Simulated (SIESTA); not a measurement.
Crystal: Cu.

```
Cu
1.0
     0.00000    1.80750    1.80750
     1.80750    0.00000    1.80750
     1.80750    1.80750    0.00000
Cu
1
Cartesian
  0.0000 0.0000 0.0000
```

Base run:

```yaml
Program: SIESTA 5.4.2
Functional: PBEsol
Potentials_or_basis: PseudoDojo 0.4 standard (PBEsol files)
Basis: DZP (energy shift 0.003 Ry; two zetas on semicore shells)
Grid_cutoff: 800 Ry
Energy_shift: 0.003 Ry
k_mesh: 13 × 13 × 13
Occupations: fermi-dirac, width 0.05 eV
Spin: no spin polarisation
```

Its results: band gap on the k mesh none (metal or under the smearing width); pressure -7.4 GPa.

Problem. The run is repeated on the same cell with these changes: functional from PBEsol to PBE; potentials or basis from PseudoDojo 0.4 standard (PBEsol files) to PseudoDojo 0.4 standard (PBE files). What comes out?

Solution. Band gap on the k mesh none (metal or under the smearing width); pressure 1.1 GPa.

Caveats: short orbitals over semicore shells can move pressures by several GPa; the basis of atomic orbitals isn't converged, which shifts pressures, moduli and gaps.
